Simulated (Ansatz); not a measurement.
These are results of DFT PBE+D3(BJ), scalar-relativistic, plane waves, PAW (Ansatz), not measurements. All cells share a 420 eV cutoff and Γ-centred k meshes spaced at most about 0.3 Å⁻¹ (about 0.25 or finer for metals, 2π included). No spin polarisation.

Each guess is relaxed in cell and atoms at zero pressure, on a coarse mesh first where it starts far from rest and then on a converged one. The steps can't lower the symmetry of the start, but it can rise. Energies are static (0 K, no zero-point motion).

This guess for Al isn't its lowest structure:

```
Al
1.0
     4.41988    0.00000    0.00000
    -2.20994    3.82773    0.00000
     0.00000    0.00000    3.78000
Al
2
Cartesian
  0.0000 2.5518 0.0000
  2.2100 1.2759 0.0000
```

Q: Where does the relaxation end?

A: P6/mmm at 32.0 Å³/atom → P6/mmm at 23.8 Å³/atom. Conventional cell: a = 4.492 Å, c = 2.723 Å. Al has 5 Al at 2.59–2.72 Å.

```
Al
1.0
     4.49160    0.00000    0.00000
    -2.24580    3.88984    0.00000
     0.00000    0.00000    2.72260
Al
2
Direct
  0.33333 0.66667 0.00000
  0.66667 0.33333 0.00000
```

Q: Compare it with the lowest Al structure at this level.

A: It lies 0.61 eV/atom above the lowest of the 4 forms computed, a structure that the Crystallography Open Database (COD) lists, of the fcc type. Space group Fm-3m (No. 225), cubic, a = 3.982 Å. Around Al lie 12 Al at 2.82 Å. That form has 15.8 Å³/atom and no gap on its mesh, nor has the guess's end. Counting all near atoms (those within 1.25 times the shortest distance at each site), the guess's end has Al 5 and the lowest form has Al 12.

Some types were kept out of the candidates beforehand, so the set may lack a known form.

The relaxation turns widely spaced honeycomb sheets into a three-dimensional network: c shrinks from 3.78 to 2.723 Å while a grows slightly, so contacts between the sheets become nearly as short as those within them. The result is still far less dense than fcc and lies 0.61 eV/atom above it.

Aluminium has too few valence electrons to fill the bonding states of a honeycomb net, and its delocalised s and p electrons favour many neighbours over a few directed bonds. The five contacts at 2.59–2.72 Å are shorter, and probably individually stronger, than the twelve at 2.82 Å in fcc, but this doesn't make up for the lost coordination.

The fcc lattice parameter of 3.982 Å is somewhat below the well-known experimental value, probably because the pairwise dispersion term overbinds a metal whose conduction electrons screen such interactions. The energy ordering agrees with fcc as aluminium's familiar ground state, but the relaxation doesn't show that the honeycomb-derived network is a local minimum that could persist.
